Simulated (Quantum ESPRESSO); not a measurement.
The system is Pb.

```xyz
2
Lattice="3.4800 0.0000 0.0000 -1.7400 3.0138 0.0000 0.0000 0.0000 5.5900" Properties=species:S:1:pos:R:3 pbc="T T T"
Pb    1.7400    1.0046    4.1925
Pb    0.0000    2.0092    1.3975
```

This isn't the form of Pb at room conditions, which is fcc.

* Program: Quantum ESPRESSO 7.5
* Task: single point
* Functional: PBEsol
* Potentials or basis: GBRV 1.5 PBEsol
* Cutoff: 612 eV
* Density cutoff: 4898 eV
* k mesh: 9 × 9 × 5
* Occupations: fermi-dirac, width 0.05 eV
* Spin: no spin polarisation

On this cell: pressure 0.8 GPa; largest force under 0.003 eV/Å; band gap on the k mesh none (metal or under the smearing width).

The same run follows on a disturbed copy (atoms moved at random, drawn with an rms of 0.05 Å):

```
Pb
1.0
     3.48000    0.00000    0.00000
    -1.74000    3.01377    0.00000
     0.00000    0.00000    5.59000
Pb
2
Direct
  0.67832 0.35185 0.74640
  0.34252 0.68720 0.25624
```

Q: What does the disturbed cell give?

A: The energy (extrapolated to zero smearing) moves by +0.8 meV/atom; pressure 0.9 GPa; largest force 0.073 eV/Å; band gap on the k mesh none (metal or under the smearing width).

Forces in eV/Å, atoms in the order of the input:
```
Pb  -0.003  0.002  0.073
Pb   0.003 -0.002 -0.073
```

Stress tensor (GPa, compression positive):
```
-0.37  0.01 -0.01
 0.01 -0.36  0.00
-0.01  0.00  3.43
```
